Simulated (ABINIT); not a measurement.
Crystal: HfN.

```
Hf N
1.0
     3.13391    0.00000    0.00000
    -1.56695    2.71404    0.00000
     0.00000    0.00000    5.41677
Hf N
2 2
Direct
  0.33333 0.66667 0.25000
  0.66667 0.33333 0.75000
  0.00000 0.00000 0.50000
  0.00000 0.00000 0.00000
```

The cell comes from a database or a generator and needn't be the stable form of this composition.

| Quantity | Value |
| --- | --- |
| Program | ABINIT 10.8.3 (patched build) |
| Task | relaxation of cell and atoms |
| Functional | LDA |
| Potentials or basis | JTH PAW LDA v2.0 |
| Cutoff | 707 eV |
| k mesh | 10 × 10 × 5 |
| Occupations | fermi-dirac, width 0.05 eV |
| Spin | no spin polarisation |

At the start: pressure -10.6 GPa; volume 11.52 Å³/atom.

Task: How do energy, volume and symmetry change on relaxing?

Result: Over 5 steps the energy falls by 14.7 meV/atom and the volume is 11.09 Å³/atom (-3.7 %); space group P6_3/mmc (No. 194, to 0.05 Å).

The path:
```tsv
step	energy change (eV)	largest force (eV/Å)	pressure (GPa)	volume (Å³)
1	0.0000	0.0000	-10.60	46.07
2	-0.0577	0.0000	-1.64	44.60
3	-0.0590	0.0000	0.09	44.34
4	-0.0590	0.0000	0.00	44.35
5	-0.0590	0.0000	-0.01	44.35
```

Final structure:
```xyz
4
Lattice="3.0957 0.0000 0.0000 -1.5478 2.6809 0.0000 0.0000 0.0000 5.3441" Properties=species:S:1:pos:R:3 pbc="T T T"
Hf    0.0000    1.7873    1.3360
Hf    1.5478    0.8936    4.0080
N     0.0000    0.0000    2.6720
N     0.0000    0.0000    0.0000
```
